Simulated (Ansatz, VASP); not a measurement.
**Cu: VASP beside Ansatz**

The input INCAR:

```
SYSTEM = Cu
PREC = Accurate ; ENCUT = 600
EDIFF = 1E-6 ; ISMEAR = 0
SIGMA = 0.1 ; LREAL = .False.
LASPH = .True. ; NELM = 80
ALGO = Fast ; ISIF = 3
LWAVE = .False. ; LCHARG = .False.
GGA = PS ; IBRION = 2
NSW = 90 ; EDIFFG = -0.04
```

File KPOINTS:

```
Automatic mesh
0
Gamma
  6 6 6
  0 0 0
```

File POSCAR:

```
Cu
1.0
    0.0000000000      2.3559392742      2.3559392742
    2.3559392742      0.0000000000      2.3559392742
    2.3559392742      2.3559392742      0.0000000000
Cu
2
Direct
    0.5000000000      0.5000000000      0.5000000000
    0.7500000000      0.7500000000      0.7500000000
```

Input for Ansatz:

```yaml
crystal:
  lattice:
    - [0.0, 2.3559392742, 2.3559392742]
    - [2.3559392742, 0.0, 2.3559392742]
    - [2.3559392742, 2.3559392742, 0.0]
  atoms:
    - { symbol: Cu, position: [0.5, 0.5, 0.5] }
    - { symbol: Cu, position: [0.75, 0.75, 0.75] }
basis:
  ecutwfc: 420
kpoints:
  mp_grid: { grid: [6, 6, 6] }
hamiltonian:
  xc: pbesol
scf:
  occupations: { method: gaussian, width: 0.1 }
  lower_state_search: "off"
output:
  forces: true
  stress: true
  eigenvalues: true
relax:
  adjacent_minimum: "off"
  f_tol: 0.04
  max_steps: 70
  cell: { stress_tol: 0.4 }
```

Alike in both runs: task relaxation of cell and atoms; functional PBEsol; k mesh 6 × 6 × 6; occupations gaussian, width 0.1 eV; no spin polarisation.

```csv
,VASP,Ansatz
version,VASP 6.6.1,Ansatz 0.2.0
potentials or method,"VASP PAW PBE potentials, release 64 (Cu)","scalar-relativistic, plane waves, PAW"
plane-wave cutoff (eV),600,420
valence electrons in the cell,22,38
```

VASP gave:

* gap on the k mesh at the Fermi level, each at its own relaxed structure (eV): none
* relaxed volume (Å³/atom): 17.98
* relaxed cell length with the largest relative difference (Å): 3.705
* energy change over the relaxation (meV/atom): -515

Question: Which values does Ansatz return?

Answer: gap on the k mesh at the Fermi level, each at its own relaxed structure (eV): none; relaxed volume (Å³/atom): 17.92; relaxed cell length with the largest relative difference (Å): 3.701; energy change over the relaxation (meV/atom): -502.

A gap of «none» marks a metal or a gap that the smearing closes. The two sets of potentials don't hold the same shells in valence.

Caveats: the k mesh is coarse (spacing up to 0.38 Å⁻¹), so the values aren't converged; the volume moved by over 15 % at a fixed basis, so the end points are rough (VASP); the PAW data sets were made with another functional, which shifts forces and pressure a little (VASP).
